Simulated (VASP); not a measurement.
SnTe:

```
Te Sn
1.0
     3.90470    0.00000    0.00000
     0.00000    3.90470    0.00000
     0.00000    0.00000    3.90470
Te Sn
1 1
Direct
  0.50000 0.50000 0.50000
  0.00000 0.00000 0.00000
```

Measurements of this composition are mostly on another form, of space group No. 225.

Program: VASP 6.6.1. Alike in all runs: task single point; no spin polarisation; cell as given; smearing gaussian 0.02 eV.

Task: Order these runs on this cell by their pressure, lowest first.
A. level PBE; potentials or basis VASP PAW PBE potentials, release 64 (Te_GW, Sn_d_GW); k mesh 4 × 4 × 4; cutoff (eV) 500; mesh quality coarse
B. level PBE; potentials or basis VASP PAW PBE potentials, release 64 (Te_GW, Sn_d_GW); k mesh 3 × 3 × 3; cutoff (eV) 450; mesh quality coarse
C. level LDA; potentials or basis VASP PAW LDA potentials, release 64 (Te, Sn_d); k mesh 9 × 9 × 9; cutoff (eV) 900; mesh quality not flagged

Result: C (-4.0 GPa), A (-0.7 GPa), B (1.6 GPa).

Caveats: some runs use coarse meshes.
